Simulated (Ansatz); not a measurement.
Ge (diamond), relaxed with r2SCAN in Ansatz 0.2.0. Space group Fd-3m (No. 227), cubic; conventional cell a = 5.674 Å, 22.83 Å³ an atom. Ge is surrounded by 4 Ge at 2.46 Å.

The axes x, y and z are those of this cell:
```xyz
2
Lattice="0.0000 2.8369 2.8369 2.8369 0.0000 2.8369 2.8369 2.8369 0.0000" Properties=species:S:1:pos:R:3 pbc="T T T"
Ge    0.0000    0.0000    0.0000
Ge    1.4184    1.4184    1.4184
```

Unstrained: r2SCAN gives a direct gap of 0.362 eV at Γ. With HSE06 the valence top lies at Γ and the conduction bottom at L, 0.776 eV higher; the smallest vertical gap, at Γ, is 0.779 eV. Least and direct gap differ so little that the kind isn't settled. A second conduction valley, at Γ, lies only 3 meV higher, so their order isn't settled. Meshes: r2SCAN 8×8×8, HSE06 6×6×6. Strains are changes of length per length. After each strain the atoms were relaxed again with r2SCAN within the symmetry that the strain leaves, so tilts or polar shifts that break it weren't tested; points keep the names that they have in the unstrained zone. The values are computed, spin-unpolarised, and not measurements.

(1) One strain changed the r2SCAN stress by xx -6.21, yy -1.73, zz -1.73 GPa (compression positive) and the gap by -0.362 eV (r2SCAN), -0.735 eV (HSE06). Which kind of strain was it, and roughly how large?

(2) Estimate what epitaxial -4.32 % in the xy plane, free normal strain +2.94 % does to the gap.

(3) One strain changed the r2SCAN stress by xx +4.19, yy +4.19, zz +4.19 GPa (compression positive) and the gap by +0.253 eV (r2SCAN), +0.193 eV (HSE06). Which kind of strain was it, and roughly how large?

## Answers

(1) Uniaxial +5.44 % along x, other directions held. The pattern of the stress gives the kind; the size needs the stiffness, so it is an estimate.

(2) r2SCAN: the gap goes from 0.362 to 0.260 eV (-0.102 eV); it turns from direct (Γ) to indirect (Γ → Γ–X (0.75)); with r2SCAN the top three valence levels at Γ, degenerate before, become 2+1 from the top over 674 meV. HSE06: the gap goes from 0.776 to 0.636 eV (-0.140 eV). The r2SCAN energy rises by 41.5 meV an atom.

(3) Isotropic -1.71 % on every length. The pattern of the stress gives the kind; the size needs the stiffness, so it is an estimate.

Spin-orbit coupling is left out.

The meshes of the hybrids are coarse, so their gaps aren't converged to the digits shown.

The splittings at Γ are without spin-orbit coupling, which regroups them where it is of like size or larger.
